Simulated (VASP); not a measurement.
# SiC (Moissanite 3C) (F-43m) in VASP: notebook

One crystal, SiC (Moissanite 3C), is run at these levels: r2SCAN; tasks: relaxation of cell and atoms, relaxation of the atoms.

Everything below comes from runs of VASP 6.6.1. Logs are shortened: lines on timing, memory, paths and dates and some standing lists are left out, and cuts for length are marked.

**What was measured.**

From “Insight into the structural, elastic and electronic properties of a new orthorhombic 6O-SiC polytype”, 2020, pmc:7200658, for a bulk crystal of SiC: band gap 2.4 eV (indirect).

The runs below are set against these values where they give the same quantity.

**1. The crystal as given**

The structure is cubic, space group F-43m (No. 216). The conventional cell has a = 4.354 Å, b = 4.354 Å, c = 4.354 Å, α = 90.00°, β = 90.00°, γ = 90.00°. Si (site symmetry -43m) is surrounded by 4 C at 1.89 Å. Around C (site symmetry -43m) lie 4 Si at 1.89 Å.

**2. Relaxation of cell and atoms, r2SCAN**

File INCAR:

```
  ALGO = Normal
  EDIFF = 1E-7
  EDIFFG = -0.005
  ENCUT = 600
  IBRION = 2
  ISIF = 3
  ISMEAR = 0
  LASPH = True
  LCHARG = False
  LMIXTAU = True
  LREAL = False
  LWAVE = False
  METAGGA = R2SCAN
  NELM = 80
  NSW = 90
  PREC = Accurate
  SIGMA = 0.03
```

File KPOINTS:

```
k-points
0
Gamma
  10 10 10
```

File POSCAR:

```
SiC                                     
1.0
    0.0000000000      2.1770435138      2.1770435138
    2.1770435138      0.0000000000      2.1770435138
    2.1770435138      2.1770435138     -0.0000000000
  Si              C             
     1     1
Direct
     0.0000000000000000    0.0000000000000000    0.0000000000000000
     0.2500000000000000    0.2500000000000000    0.2500000000000000
```

Potentials or basis: VASP PAW PBE potentials, release 64 (Si, C).

The run is started by

```console
$ cat potpaw_PBE.64/Si/POTCAR potpaw_PBE.64/C/POTCAR > POTCAR
$ mpirun -np 1 vasp_std > vasp.out
```

OUTCAR:

```text
EDIFF = 1E-7
   EDIFFG = -0.005
   ENCUT = 600
   IBRION = 2
   ISIF = 3
   ISMEAR = 0
   LASPH = True
   LREAL = False
   METAGGA = R2SCAN
   NELM = 80
   NSW = 90
   PREC = Accurate

 ion  position               nearest neighbor table
   1  0.000  0.000  0.000-   2 1.89   2 1.89   2 1.89   2 1.89
   2  0.250  0.250  0.250-   1 1.89   1 1.89   1 1.89   1 1.89

  LATTYP: Found a face centered cubic cell.
 ALAT       =     4.3540870276

  Lattice vectors:

 A1 = (   0.0000000000,   2.1770435138,   2.1770435138)
 A2 = (   2.1770435138,   0.0000000000,   2.1770435138)
 A3 = (   2.1770435138,   2.1770435138,   0.0000000000)

Analysis of symmetry for initial positions (statically):
=====================================================================
 Subroutine PRICEL returns:
 Original cell was already a primitive cell.

 Routine SETGRP: Setting up the symmetry group for a
 face centered cubic supercell.

 Subroutine GETGRP returns: Found 24 space group operations
 (whereof 24 operations were pure point group operations)
 out of a pool of 48 trial point group operations.

The static configuration has the point symmetry T_d .

Analysis of symmetry for dynamics (positions and initial velocities):
=====================================================================
 Subroutine PRICEL returns:
 Original cell was already a primitive cell.

 Routine SETGRP: Setting up the symmetry group for a
 face centered cubic supercell.

 Subroutine GETGRP returns: Found 24 space group operations
 (whereof 24 operations were pure point group operations)
 out of a pool of 48 trial point group operations.

The dynamic configuration has the point symmetry T_d .

 Subroutine INISYM returns: Found 24 space group operations
 (whereof 24 operations are pure point group operations),
 and found     1 'primitive' translations

----------------------------------------------------------------------------------------

                                     Primitive cell

  volume of cell :      20.6363

  direct lattice vectors                    reciprocal lattice vectors
     0.000000000  2.177043514  2.177043514    -0.229669272  0.229669272  0.229669272
     2.177043514  0.000000000  2.177043514     0.229669272 -0.229669272  0.229669272
     2.177043514  2.177043514  0.000000000     0.229669272  0.229669272 -0.229669272

  length of vectors
     3.078804463  3.078804463  3.078804463     0.397798849  0.397798849  0.397798849

  position of ions in fractional coordinates (direct lattice)
     0.000000000  0.000000000  0.000000000
     0.250000000  0.250000000  0.250000000

  ion indices of the primitive-cell ions
   primitive index   ion index
                 1           1
                 2           2

----------------------------------------------------------------------------------------

 KPOINTS: k-points

Automatic generation of k-mesh.
 Grid dimensions read from file:
 generate k-points for:   10   10   10

 Generating k-lattice:

  Cartesian coordinates                     Fractional coordinates (reciprocal lattice)
    -0.022966927  0.022966927  0.022966927     0.100000000  0.000000000  0.000000000
     0.022966927 -0.022966927  0.022966927     0.000000000  0.100000000  0.000000000
     0.022966927  0.022966927 -0.022966927     0.000000000  0.000000000  0.100000000

  Length of vectors
     0.039779885  0.039779885  0.039779885

  Shift w.r.t. Gamma in fractional coordinates (k-lattice)
     0.000000000  0.000000000  0.000000000

 Subroutine IBZKPT returns following result:
 ===========================================

 Found     47 irreducible k-points:

 Following reciprocal coordinates:
            Coordinates               Weight
  0.000000  0.000000  0.000000      1.000000
  0.100000  0.000000  0.000000      8.000000
  0.200000  0.000000  0.000000      8.000000
  0.300000  0.000000  0.000000      8.000000
  0.400000  0.000000  0.000000      8.000000
  0.500000  0.000000  0.000000      4.000000
[... 16 lines left out ...]
  0.300000  0.300000  0.000000      6.000000
  0.400000  0.300000  0.000000     24.000000
 [... further k-points ...]
   k-points           NKPTS =     47   k-points in BZ     NKDIM =     47   number of bands    NBANDS=      8
   number of dos      NEDOS =    301   number of ions     NIONS =      2
   total plane-waves  NPLWV =  21952
   dimension x,y,z NGX =    28 NGY =   28 NGZ =   28
   dimension x,y,z NGXF=    56 NGYF=   56 NGZF=   56
   ions per type =               1   1
   NGX,Y,Z   is equivalent  to a cutoff of  15.12, 15.12, 15.12 a.u.
   NGXF,Y,Z  is equivalent  to a cutoff of  30.24, 30.24, 30.24 a.u.
 SYSTEM =  unknown system
   PREC   = accura    normal or accurate (medium, high low for compatibility)
   ISTART =      0    job   : 0-new  1-cont  2-samecut
   ICHARG =      2    charge: 1-file 2-atom 10-const
   ISPIN  =      1    spin polarized calculation?
   LNONCOLLINEAR =      F non collinear calculations
   LSORBIT =      F    spin-orbit coupling
   LASPH  =      T    aspherical Exc in radial PAW
   ENCUT  =  600.0 eV  44.10 Ry    6.64 a.u.   6.15  6.15  6.15*2*pi/ulx,y,z
   NELM   =     80;   NELMIN=  2; NELMDL= -5     # of ELM steps
   EDIFF  = 0.1E-06   stopping-criterion for ELM
   LREAL  =      F    real-space projection
   EDIFFG = -.5E-02   stopping-criterion for IOM
   NSW    =     90    number of steps for IOM
   IBRION =      2    ionic relax: 0-MD 1-quasi-New 2-CG
   NFREE  =      1    steps in history (QN), initial steepest desc. (CG)
   ISIF   =      3    stress and relaxation
   ISYM   =      2    0-nonsym 1-usesym 2-fastsym
   POTIM  = 0.5000    time-step for ionic-motion
   TEBEG  =    0.0;   TEEND  =   0.0 temperature during run
   PSTRESS=    0.0 pullay stress
   NELECT =       8.0000    total number of electrons
   NUPDOWN=      -1.0000    fix difference up-down
   EMIN   =  10.00;   EMAX   =-10.00  energy-range for DOS
   EFERMI =   0.00;   METHOD = LEGACY
   ISMEAR =     0;   SIGMA  =   0.03  broadening in eV -4-tet -1-fermi 0-gaus
   EFERMI_NEDOS =   21; number of points for ismear=-14 and -15
   IALGO  =     38    algorithm
   IMIX   =      4    mixing-type and parameters
     AMIX     =   0.40;   BMIX     =  1.00
     AMIX_MAG =   1.60;   BMIX_MAG =  1.00
  volume/ion in A,a.u.               =      10.32        69.63
  Fermi-wavevector in a.u.,A,eV,Ry     =   1.193698  2.255762 19.387137  1.424914
  Thomas-Fermi vector in A             =   2.329706
   LORBIT       =      0    0 simple, 1 ext, 2 COOP (PROOUT), +10 PAW based schemes
   METAGGA = R2SCAN    functional components
   LHFCALC =     F    Hartree Fock is set to
   AEXX    =    0.0000 exact exchange contribution
   IVDW    =     0    specifies the selected vdW correction
   LEPSILON=     F    determine dielectric tensor
   LRPA    =     F    only Hartree local field effects (RPA)
 conjugate gradient relaxation of ions
 non-spin polarized calculation
 Gauss-broadening in eV      SIGMA  =   0.03
  energy-cutoff  :      600.00
  volume of cell :       20.64
 maximum number of plane-waves:       701
 NGX is ok and might be reduce to    28
   NGX = 13   NGY = 13   NGZ = 13

 number of electron       8.0000000 magnetization

 Free energy of the ion-electron system (eV)
  ---------------------------------------------------
  ext. energy  EPLUGINS =         0.00000000
  ---------------------------------------------------
  free energy    TOTEN  =       -19.32896591 eV

  energy without entropy =      -19.32896591  energy(sigma->0) =      -19.32896591

 E-fermi :   8.1897     XC(G=0): -11.9463

 val. band max:        8.0113746053   @ k =   0.0000   0.0000   0.0000
 cond. band min:       9.7354941365   @ k =   0.5000   0.5000   0.0000
 fundamental gap:      1.7241195312
 Fermi energy:         8.1896609042

 k-point     1 :       0.0000    0.0000    0.0000
  band No.  band energies     occupation
      1      -8.1892      2.00000
      2       8.0114      2.00000
      3       8.0114      2.00000
      4       8.0114      2.00000
      5      14.8794      0.00000
      6      15.8815      0.00000
      7      15.8815      0.00000
      8      15.8815      0.00000

 k-point     2 :       0.1000    0.0000    0.0000
  band No.  band energies     occupation
      1      -7.9863      2.00000
      2       6.9624      2.00000
      3       7.8716      2.00000
      4       7.8716      2.00000
      5      15.1283      0.00000
      6      16.1407      0.00000
      7      16.1407      0.00000
      8      16.2295      0.00000

 k-point     3 :       0.2000    0.0000    0.0000
  band No.  band energies     occupation
      1      -7.3878      2.00000
      2       4.7509      2.00000
      3       7.5495      2.00000
      4       7.5495      2.00000
      5      14.8151      0.00000
      6      16.5204      0.00000
      7      16.5204      0.00000
      8      17.5782      0.00000

 k-point     4 :       0.3000    0.0000    0.0000
  band No.  band energies     occupation
      1      -6.4347      2.00000
      2       2.3428      2.00000
      3       7.2167      2.00000
      4       7.2167      2.00000
      5      14.3995      0.00000
      6      16.3619      0.00000
      7      16.3619      0.00000
      8      18.6514      0.00000

 k-point     5 :       0.4000    0.0000    0.0000
  band No.  band energies     occupation
      1      -5.2714      2.00000
      2       0.2248      2.00000
      3       6.9855      2.00000
      4       6.9855      2.00000
      5      14.1235      0.00000
      6      15.9545      0.00000
      7      15.9545      0.00000
      8      18.9721      0.00000

 k-point     6 :       0.5000    0.0000    0.0000
  band No.  band energies     occupation
      1      -4.5547      2.00000
      2      -0.8214      2.00000
      3       6.9042      2.00000
      4       6.9042      2.00000
      5      14.0302      0.00000
      6      15.7752      0.00000
      7      15.7752      0.00000
      8      18.9810      0.00000

 k-point     7 :       0.1000    0.1000    0.0000
  band No.  band energies     occupation
      1      -7.9187      2.00000
      2       7.2253      2.00000
      3       7.5182      2.00000
      4       7.5182      2.00000
      5      15.0719      0.00000
      6      15.6941      0.00000
      7      16.6330      0.00000
      8      16.6330      0.00000
[... 133 lines left out ...]
 k-point    20 :      -0.4000    0.2000    0.0000
  band No.  band energies     occupation
      1      -4.0820      2.00000
      2      -0.0535      2.00000
      3       4.1466      2.00000
      4       6.2699      2.00000
      5      13.3410      0.00000
      6      16.9824      0.00000
      7      17.7003      0.00000
      8      20.1324      0.00000

 k-point    21 :      -0.3000    0.2000    0.0000
  band No.  band energies     occupation
      1      -5.0335      2.00000
      2       1.3339      2.00000
      3       4.0628      2.00000
      4       6.7834      2.00000
      5      14.1579      0.00000
      6      16.9716      0.00000
      7      17.4078      0.00000
      8      19.1624      0.00000

 k-point    22 :      -0.2000    0.2000    0.0000
  band No.  band energies     occupation
      1      -6.1144      2.00000
      2       2.9919      2.00000
      3       4.6833      2.00000
      4       7.3307      2.00000
      5      15.1781      0.00000
      6      16.7071      0.00000
      7      17.0191      0.00000
      8      17.9381      0.00000

 k-point    23 :       0.3000    0.3000    0.0000
  band No.  band energies     occupation
      1      -5.8376      2.00000
      2       3.4424      2.00000
      3       5.5375      2.00000
      4       5.5375      2.00000
      5      11.6345      0.00000
      6      14.1695      0.00000
      7      20.4266      0.00000
      8      20.4266      0.00000

 k-point    24 :       0.4000    0.3000    0.0000
  band No.  band energies     occupation
      1      -4.9479      2.00000
      2       2.1728      2.00000
      3       4.7349      2.00000
      4       5.2616      2.00000
      5      11.3120      0.00000
      6      14.1855      0.00000
      7      20.5408      0.00000
      8      20.8418      0.00000

 [... further k-points ...]

------------------------ aborting loop because EDIFF is reached ----------------------------------------

  FORCE on cell =-STRESS in cart. coord.  units (eV):
  Direction    XX          YY          ZZ          XY          YZ          ZX
  --------------------------------------------------------------------------------------
  -------------------------------------------------------------------------------------
  Total       -0.0003492     -0.0003492     -0.0003492     -0.0000000      0.0000000     -0.0000000
  in kB       -0.0271123     -0.0271123     -0.0271123     -0.0000000      0.0000000     -0.0000000
  external PRESSURE =      -0.0271123 kB  Pullay stress =       0.0000000 kB

 VOLUME and BASIS-vectors are now :
 -----------------------------------------------------------------------------
  energy-cutoff  :      600.00
  volume of cell :       20.64
      direct lattice vectors                 reciprocal lattice vectors
     0.000000000  2.177043514  2.177043514    -0.229669272  0.229669272  0.229669272
     2.177043514  0.000000000  2.177043514     0.229669272 -0.229669272  0.229669272
     2.177043514  2.177043514  0.000000000     0.229669272  0.229669272 -0.229669272

 POSITION                                       TOTAL-FORCE (eV/Angst)
 -----------------------------------------------------------------------------------
      0.00000      0.00000      0.00000         0.000000     -0.000000     -0.000000
      1.08852      1.08852      1.08852        -0.000000      0.000000      0.000000
 -----------------------------------------------------------------------------------
    total drift:                                0.000000      0.000000      0.000000

  FREE ENERGIE OF THE ION-ELECTRON SYSTEM (eV)
  ---------------------------------------------------
  free  energy   TOTEN  =       -19.3289659081 eV

  energy  without entropy=      -19.3289659081  energy(sigma->0) =      -19.32896591

 reached required accuracy - stopping structural energy minimisation
```

Run time: 90 s. Hardware: 1 thread of Intel Xeon Platinum 8259CL at 2.50GHz (Skylake/Cascade Lake), shared host; peak memory 0.16 GiB.

Results:

| Quantity | Value |
| --- | --- |
| Free energy | -19.3290 eV |
| Pressure after relaxing | 0.0 GPa |
| Band gap on the k mesh | 1.72 eV, indirect (least direct gap 5.06 eV) |

Final structure:
```
Si C
1.0
     0.00000    2.17704    2.17704
     2.17704    0.00000    2.17704
     2.17704    2.17704    0.00000
Si C
1 1
Direct
  0.00000 0.00000 0.00000
  0.25000 0.25000 0.25000
```

Caveat: the relaxation stopped at its first step, so nothing moved; the PAW data sets were made with another functional, which shifts forces and pressure a little. r2SCAN opens gaps a little over a GGA but as a rule still falls short of measured ones.

**3. Relaxation of the atoms, r2SCAN (a relaxed cell with its volume scaled by 0.94)**

File INCAR:

```
  ALGO = Normal
  EDIFF = 1E-7
  EDIFFG = -0.01
  ENCUT = 600
  IBRION = 2
  ISIF = 2
  ISMEAR = 0
  LASPH = True
  LCHARG = False
  LMIXTAU = True
  LREAL = False
  LWAVE = False
  METAGGA = R2SCAN
  NELM = 80
  NSW = 40
  PREC = Accurate
  SIGMA = 0.03
```

KPOINTS is that of step 2.

File POSCAR:

```
SiC                                     
1.0
    0.0000000000      2.1326015842      2.1326015842
    2.1326015842      0.0000000000      2.1326015842
    2.1326015842      2.1326015842      0.0000000000
  Si              C             
     1     1
Direct
     0.0000000000000000    0.0000000000000000    0.0000000000000000
     0.2500000000000000    0.2500000000000000    0.2500000000000000
```

Potentials or basis: VASP PAW PBE potentials, release 64 (Si, C).

The run is started by

```console
$ cat potpaw_PBE.64/Si/POTCAR potpaw_PBE.64/C/POTCAR > POTCAR
$ mpirun -np 1 vasp_std > vasp.out
```

Run time: 37 s. Hardware: 1 thread of Intel Xeon Platinum 8259CL at 2.50GHz (Skylake/Cascade Lake), shared host; peak memory 0.14 GiB.

Results (log left out):

* Free energy: -19.2691 eV
* Pressure after relaxing: 15.9 GPa
* Band gap on the k mesh: 1.68 eV, indirect (least direct gap 5.14 eV)

Final structure:
```cif
data_structure
_symmetry_space_group_name_H-M 'P 1'
_symmetry_Int_Tables_number 1
_cell_length_a 3.0160
_cell_length_b 3.0160
_cell_length_c 3.0160
_cell_angle_alpha 60.000
_cell_angle_beta 60.000
_cell_angle_gamma 60.000
_cell_volume 19.40
loop_
_atom_site_label
_atom_site_type_symbol
_atom_site_fract_x
_atom_site_fract_y
_atom_site_fract_z
_atom_site_occupancy
Si1 Si 0.00000 0.00000 0.00000 1
C1 C 0.25000 0.25000 0.25000 1
```

Levels at points of the mesh, in eV from the valence-band top:
| k point | band 2 | band 3 | band 4 | band 5 | band 6 | band 7 |
| --- | --- | --- | --- | --- | --- | --- |
| (0.00, 0.00, 0.00) | 0.00 | 0.00 | 0.00 | 7.65 | 8.35 | 8.35 |
| (0.50, 0.00, 0.00) | -9.18 | -1.12 | -1.12 | 6.63 | 8.04 | 8.04 |
| (0.50, 0.50, 0.00) | -8.26 | -3.46 | -3.46 | 1.68 | 5.08 | 15.95 |

Caveat: the relaxation stopped at its first step, so nothing moved; the PAW data sets were made with another functional, which shifts forces and pressure a little. A k mesh can miss the band edges.

**4. Relaxation of the atoms, r2SCAN (a relaxed cell with its volume scaled by 0.96)**

INCAR is that of step 3.

KPOINTS is that of step 3.

File POSCAR:

```
SiC                                     
1.0
    0.0000000000      2.1476204000      2.1476204000
    2.1476204000      0.0000000000      2.1476204000
    2.1476204000      2.1476204000      0.0000000000
  Si              C             
     1     1
Direct
     0.0000000000000000    0.0000000000000000    0.0000000000000000
     0.2500000000000000    0.2500000000000000    0.2500000000000000
```

The run is started by

```console
$ cat potpaw_PBE.64/Si/POTCAR potpaw_PBE.64/C/POTCAR > POTCAR
$ mpirun -np 1 vasp_std > vasp.out
```

It took 42 s on 1 thread of Intel Xeon Platinum 8259CL at 2.50GHz (Skylake/Cascade Lake), shared host; peak memory 0.14 GiB.

Results (log left out):

| Quantity | Value |
| --- | --- |
| Free energy | -19.3029 eV |
| Pressure after relaxing | 10.0 GPa |
| Band gap on the k mesh | 1.70 eV, indirect (least direct gap 5.11 eV) |

Final structure:
```cif
data_structure
_symmetry_space_group_name_H-M 'P 1'
_symmetry_Int_Tables_number 1
_cell_length_a 3.0372
_cell_length_b 3.0372
_cell_length_c 3.0372
_cell_angle_alpha 60.000
_cell_angle_beta 60.000
_cell_angle_gamma 60.000
_cell_volume 19.81
loop_
_atom_site_label
_atom_site_type_symbol
_atom_site_fract_x
_atom_site_fract_y
_atom_site_fract_z
_atom_site_occupancy
Si1 Si 0.00000 0.00000 0.00000 1
C1 C 0.25000 0.25000 0.25000 1
```

Levels at points of the mesh, in eV from the valence-band top:
| k point | band 1 | band 2 | band 3 | band 4 | band 5 | band 6 | band 7 | band 8 |
| --- | --- | --- | --- | --- | --- | --- | --- | --- |
| (0.00, 0.00, 0.00) | -16.53 | 0.00 | 0.00 | 0.00 | 7.38 | 8.18 | 8.18 | 8.18 |
| (0.50, 0.00, 0.00) | -12.74 | -9.06 | -1.11 | -1.11 | 6.42 | 7.95 | 7.95 | 11.22 |
| (0.50, 0.50, 0.00) | -11.23 | -8.19 | -3.42 | -3.42 | 1.70 | 5.00 | 15.68 | 15.68 |

Caveat: the relaxation stopped at its first step, so nothing moved; the PAW data sets were made with another functional, which shifts forces and pressure a little.

(Part 1 of 2 ends here.)
